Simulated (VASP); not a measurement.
AlCo: single point with RPBE

AlCo:

```
Co Al
1.0
     2.81940    0.00000    0.00000
     0.00000    2.81940    0.00000
     0.00000    0.00000    2.81940
Co Al
1 1
Direct
  0.51363 0.48235 0.49531
  0.99262 0.99718 0.99853
```

The cell is a database's computed one.

The cell isn't the ideal one: atoms moved at random, drawn with an rms of 0.05 Å.

* Program: VASP 6.6.1
* Task: single point
* Functional: RPBE
* Potentials or basis: VASP PAW PBE potentials, release 64 (Co, Al)
* Cutoff: 520 eV
* k mesh: 9 × 9 × 9
* Occupations: methfessel-paxton, width 0.1 eV
* Spin: collinear spin, random start
* Starting moments: [1.52, 0.0] μB

* Pressure: 11.0 GPa
* Largest force: 0.624 eV/Å
* Band gap on the k mesh: none (metal or under the smearing width)
* Net moment: 0.00 μB per cell
* Valence electrons inside the program's atomic spheres: Co 8.52; Al 0.85

Forces on the atoms (eV/Å):
```
Co  -0.505  0.358  0.078
Al   0.505 -0.358 -0.078
```

Stress tensor (GPa, compression positive):
```
10.93 -0.47 -0.10
-0.47 11.05  0.07
-0.10  0.07 11.16
```

Levels at points of the mesh, in eV from the Fermi level:
Spin up:
| k point | band 4 | band 5 | band 6 | band 7 | band 8 | band 9 |
| --- | --- | --- | --- | --- | --- | --- |
| (0.00, 0.00, 0.00) | -0.89 | -0.88 | -0.88 | 6.15 | 6.16 | 6.17 |
Spin down:
| k point | band 3 | band 4 | band 5 | band 6 | band 7 | band 8 | band 9 | band 10 |
| --- | --- | --- | --- | --- | --- | --- | --- | --- |
| (0.00, 0.00, 0.00) | -3.10 | -0.89 | -0.88 | -0.88 | 6.15 | 6.16 | 6.17 | 8.83 |

Wall time 3.1 min on 1 thread of AMD EPYC 9R45 (Zen 5), with other jobs on the host, peak memory 0.29 GiB.

Caveat: the starting moments collapsed, and a magnetic state may lie lower; the PAW data sets were made with another functional, which shifts forces and pressure a little.
